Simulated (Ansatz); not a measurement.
**SnSe: equation of state with PBEsol**

SnSe, a slab with vacuum:

```xyz
4
Lattice="4.2853 0.0000 0.0000 0.0000 4.2853 0.0000 0.0000 0.0000 10.9907" Properties=species:S:1:pos:R:3 pbc="T T T"
Sn    0.0000    2.1427    6.8996
Sn    2.1427    0.0000    4.0911
Se    0.0000    2.1427    4.2200
Se    2.1427    0.0000    6.7707
```

```yaml
Program: Ansatz 0.2.0
Task: equation of state
Functional: PBEsol
Potentials_or_basis: all-electron LAPW, scalar-relativistic
Basis_error_allowed: 0.001 eV/atom
k_mesh: 6 × 6 × 3
Occupations: fermi-dirac, width 0.05 eV
Spin: no spin polarisation
```

* Equilibrium volume: 49.18 Å³/atom
* Bulk modulus at fixed shape and positions: 28 GPa
* Pressure derivative of the bulk modulus: 4.4

Energy against volume, from the lowest point:
| volume (Å³/atom) | energy (meV/atom) |
| --- | --- |
| 47.431 | 5.77 |
| 48.440 | 0.89 |
| 49.449 | 0.00 |
| 50.458 | 2.69 |
| 51.468 | 8.59 |
| 52.477 | 17.36 |
| 53.486 | 28.71 |

All runs of the series together: 3 min on 2 threads of Intel(R) Xeon(R) Platinum 8259CL CPU @ 2.50GHz (Skylake/Cascade Lake), on a shared host.

Caveat: the cell was scaled at fixed shape and fractional positions, which overstates the stiffness of a crystal with free parameters, most of all of layers and chains.
